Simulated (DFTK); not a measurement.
A run of DFTK 0.8.2 is set up as follows.

The input run.jl:

```julia
using DFTK
using PseudoPotentialData
using Unitful, UnitfulAtomic
using LinearAlgebra, Printf
include("save.jl")
disable_threading()

lines = readlines("Bi.cif")
tag(name) = parse(Float64, split(only(filter(startswith(name), lines)))[2])
a, b, c = tag.(["_cell_length_a", "_cell_length_b", "_cell_length_c"])
α, β, γ = deg2rad.(tag.(["_cell_angle_alpha", "_cell_angle_beta", "_cell_angle_gamma"]))
cx, cy  = cos(β), (cos(α) - cos(β) * cos(γ)) / sin(γ)
lattice = austrip(1u"Å") * [a b*cos(γ) c*cx; 0 b*sin(γ) c*cy; 0 0 c*sqrt(1 - cx^2 - cy^2)]
sites     = split.(lines[findlast(startswith("_atom_site_"), lines)+1:end])
symbols   = [Symbol(s[2]) for s in sites]
positions = [parse.(Float64, s[5:7]) for s in sites]
pseudopotentials = PseudoFamily("cp2k.nc.sr.lda.v0_1.largecore.gth")
elements = Dict(s => ElementPsp(s, pseudopotentials) for s in unique(symbols))
atoms    = [elements[s] for s in symbols]

build_model(lattice, positions; symmetries=true) =
    model_DFT(lattice, atoms, positions;
              functionals=LDA(),
              temperature=austrip(0.05u"eV"),
              smearing=Smearing.FermiDirac(),
              symmetries)
Ecut  = 27.0  # hartree
kgrid = [7, 7, 7]
tol   = 1e-6
to_GPa = ustrip(uconvert(u"GPa", 1u"hartree/bohr^3"))

model = build_model(lattice, positions)
basis = PlaneWaveBasis(model; Ecut, kgrid)
display(basis)
scfres = self_consistent_field(basis;
                               tol,
                               nbandsalg=AdaptiveBands(model; n_bands_converge=10))
display(scfres.energies)
@printf "Fermi level: %.6f eV\n" ustrip(auconvert(u"eV", something(scfres.εF, NaN)))
forces = compute_forces_cart(scfres)
println("Forces (eV/Å)")
for (s, f) in zip(symbols, forces)
    @printf "%-3s %12.6f %12.6f %12.6f\n" s ustrip.(auconvert.(u"eV/Å", f))...
end
stress = compute_stresses_cart(scfres)
println("Stress (GPa)")
display(round.(stress * to_GPa; digits=4))
println("Levels at the first k-point (eV): ", round.(ustrip.(auconvert.(u"eV", scfres.eigenvalues[1][1:scfres.n_bands_converge])); digits=4))
save_scf!(scfres; forces, stress)

points = Dict("G" => [0.0, 0.0, 0.0], "B" => [0.7596565504, 0.5, 0.2403434496], "B1" => [0.5, 0.2403434496, -0.2403434496], "F" => [0.5, 0.5, 0.0], "L" => [0.5, 0.0, 0.0], "P" => [0.7596565504, 0.3701717248, 0.3701717248], "P1" => [0.6298282752, 0.6298282752, 0.2403434496], "Q" => [0.6298282752, 0.3701717248, 0.0], "X" => [0.3701717248, 0.0, -0.3701717248], "Z" => [0.5, 0.5, 0.5])
segments = [("G", "L", 6), ("L", "B1", 5), ("B", "Z", 5), ("Z", "G", 6), ("G", "X", 8), ("Q", "F", 3), ("F", "P1", 3), ("P1", "Z", 5), ("L", "P", 4)]
kcoords = vcat([[points[a] + t * (points[b] - points[a]) for t in range(0, 1, n)] for (a, b, n) in segments]...)
bands = compute_bands(scfres, ExplicitKpoints(kcoords); n_bands=12, tol=1e-5)
for (k, ε) in zip(bands.basis.kpoints, bands.eigenvalues)
    @printf "%d %8.4f %8.4f %8.4f " k.spin k.coordinate...
    println(join([@sprintf("%9.4f", e) for e in ustrip.(auconvert.(u"eV", ε .- scfres.εF))]))
end
results["band_energies"] = rows(bands.eigenvalues); results["band_kpoints"] = rows(kcoords)
```

File Bi.cif:

```cif
data_Bi
_cell_length_a 4.72898005
_cell_length_b 4.72898005
_cell_length_c 4.72898005
_cell_angle_alpha 57.30423423
_cell_angle_beta 57.30423423
_cell_angle_gamma 57.30423423
_space_group_name_H-M_alt 'P1'
_space_group_name_Hall 'P 1'
_space_group_IT_number 1
loop_
_space_group_symop_operation_xyz
'x,y,z'
loop_
_atom_site_label
_atom_site_type_symbol
_atom_site_symmetry_multiplicity
_atom_site_Wyckoff_symbol
_atom_site_fract_x
_atom_site_fract_y
_atom_site_fract_z
_atom_site_occupancy
Bi1 Bi 1 a 0.7660000000 0.7660000000 0.7660000000 1
Bi2 Bi 1 a 0.2340000000 0.2340000000 0.2340000000 1
```

Potentials or basis: cp2k.nc.sr.lda.v0_1.largecore.gth (LDA, GTH).

Command:

```bash
$ julia --threads=1 run.jl  # save.jl only writes the numbers to a file and isn't shown; printed stress counts tension as positive; times include loading and compiling
```

Estimate the pressure.

-1.9 GPa.

Predict the largest force.

0.073 eV/Å.

Levels at the corners of the path, in eV from the Fermi level:
```tsv
point	band 3	band 4	band 5	band 6	band 7	band 8
Γ	-1.38	-1.14	-1.14	2.63	3.11	3.11
L	-1.26	-1.15	-0.17	-0.17	0.59	1.08
B1	-4.03	-3.93	-0.36	0.87	5.17	5.17
B	-4.03	-3.93	-0.36	0.87	5.17	5.17
Z	-0.83	-0.58	-0.58	0.74	0.74	0.83
Γ	-1.38	-1.14	-1.14	2.63	3.11	3.11
X	-4.32	-2.43	-2.40	3.09	3.17	4.90
Q	-4.32	-2.43	-2.40	3.09	3.17	4.90
F	-4.63	-2.94	-2.84	2.47	5.05	5.58
P1	-4.38	-2.40	-2.32	2.87	3.56	4.82
Z	-0.83	-0.58	-0.58	0.74	0.74	0.83
L	-1.26	-1.15	-0.17	-0.17	0.59	1.08
P	-4.38	-2.40	-2.32	2.87	3.56	4.82
```

Caveat: GTH potentials come without recommended cutoffs, and this one wasn't checked for convergence; spin-orbit coupling is left out, which moves the levels of the heavy elements.
